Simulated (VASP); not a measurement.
Wanted: the native input for a VASP 6.6.1 run.

```
Task                   : single point
Functional             : PBE
Potentials or basis    : VASP PAW PBE potentials, release 64 (Se_GW)
Cutoff                 : 450 eV
k mesh                 : 6 × 6 × 6
Occupations            : gaussian, width 0.02 eV
Spin                   : no spin polarisation
Further INCAR settings : ALGO = Normal; EDIFF = 1e-06; NBANDS = 9
```

The structure of Se lies in POSCAR:

```
Se
1.0
    2.8105630200      0.0000000000      0.0000000000
    0.0000000000      2.8105630200      0.0000000000
    0.0000000000      0.0000000000      2.8105630200
Se
1
Direct
    0.0000000000      0.0000000000      0.0000000000
```

This isn't the form of Se at room conditions, which is trigonal, of chains.

These files were run (other wordings do the same):

INCAR

```
SYSTEM = Se
ALGO = Normal
EDIFF = 1E-6
ENCUT = 450
GGA = PE
ISIF = 2
ISMEAR = 0
LASPH = .True.
LCHARG = .True.
LELF = .True.
LREAL = .False.
LVHAR = .True.
LWAVE = .False.
NBANDS = 9
NELM = 100
PREC = Accurate
SIGMA = 0.02
```

KPOINTS

```
k-points
0
Gamma
  6 6 6
  0 0 0
```

Potentials or basis: VASP PAW PBE potentials, release 64 (Se_GW).

Command:

```console
$ cat potpaw_PBE.64/Se_GW/POTCAR > POTCAR
$ mpirun -np 1 vasp_std > vasp.out
```

It gave:

```
Pressure               : 1.0 GPa
Band gap on the k mesh : none (metal or under the smearing width)
```

Caveat: the k mesh is coarse (spacing up to 0.37 Å⁻¹), so the values aren't converged.

It took 3.2 s on 1 thread of AMD EPYC 7R43 64-Core Processor (Zen 3), on a shared host, peak memory 0.07 GiB.
